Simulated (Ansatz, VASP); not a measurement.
# Al2Cu: VASP beside Ansatz

```xyz
3
Lattice="-2.0167 2.0167 2.8320 2.0167 -2.0167 2.8320 2.0167 2.0167 -2.8320" Properties=species:S:1:pos:R:3 pbc="T T T"
Cu    0.0000    0.0000    2.8320
Al    2.0167    0.0000    1.4160
Al    0.0000    2.0167    1.4160
```

Change from the starting cell: volume scaled by 0.98.

Alike in both runs: task single point; functional PBEsol; k mesh 9 × 9 × 9; occupations fermi-dirac, width 0.05 eV; no spin polarisation.

|  | VASP | Ansatz |
| --- | --- | --- |
| version | VASP 6.6.1 | Ansatz 0.2.0 |
| potentials or method | VASP PAW PBE potentials, release 64 (Cu, Al) | Ansatz PAW |
| plane-wave cutoff (eV) | 520 | 420 |
| valence electrons in the cell | 17 | 25 |

```tsv
	VASP	Ansatz	Ansatz less VASP
gap on the k mesh at the Fermi level (eV)	none	none	-
pressure (GPa)	2.3	2.1	-0.23
largest component of the traceless stress (GPa)	0.11	0.12	+0.010
```

A gap of «none» marks a metal or a gap that the smearing closes. The two sets of potentials don't hold the same shells in valence.

Caveats: the PAW data sets were made with another functional, which shifts forces and pressure a little (VASP); the PAW data sets come from PBE, with cores solved anew for the run's functional, which leaves a small shift of forces and pressure (Ansatz).
